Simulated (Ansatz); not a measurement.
Crystal: CuO.

```
Cu O
1.0
     0.00000    2.55255    2.55255
     2.55255    0.00000    2.55255
     2.55255    2.55255    0.00000
Cu O
2 2
Direct
  0.00000 0.00000 0.00000
  0.50000 0.50000 0.50000
  0.25000 0.25000 0.25000
  0.75000 0.75000 0.75000
```

Measurements of this composition are mostly on another form, of space group No. 15.

The cell isn't the ideal one: another cell of the same crystal, with 4 atoms.

Base run:

```yaml
Program: Ansatz 0.2.0
Functional: r2SCAN
Potentials_or_basis: Ansatz PAW
Cutoff: 500 eV
Density_cutoff: 2000 eV
k_mesh: 6 × 6 × 6
Occupations: gaussian, width 0.05 eV
Spin: collinear spin, antiferromagnetic start
Starting_moments: "[0.6, -0.6, 0.0, 0.0] μB"
Hubbard_terms: Cu d U = 4 eV
```

Its results: band gap on the k mesh none (metal or under the smearing width); pressure 14.8 GPa; net moment 0.00 μB per cell.

Q: The run is repeated on the same cell with these changes: hubbard terms from Cu d U = 4 eV to Cu d U = 7 eV. What comes out?

A: Band gap on the k mesh none (metal or under the smearing width); pressure 17.8 GPa; net moment 0.00 μB per cell.

Caveats: the magnetic or orbital state may not be the lowest; the PAW data sets come from PBE, with cores solved anew for the run's functional, which leaves a small shift of forces and pressure.

Not every run made on this cell is shown here.
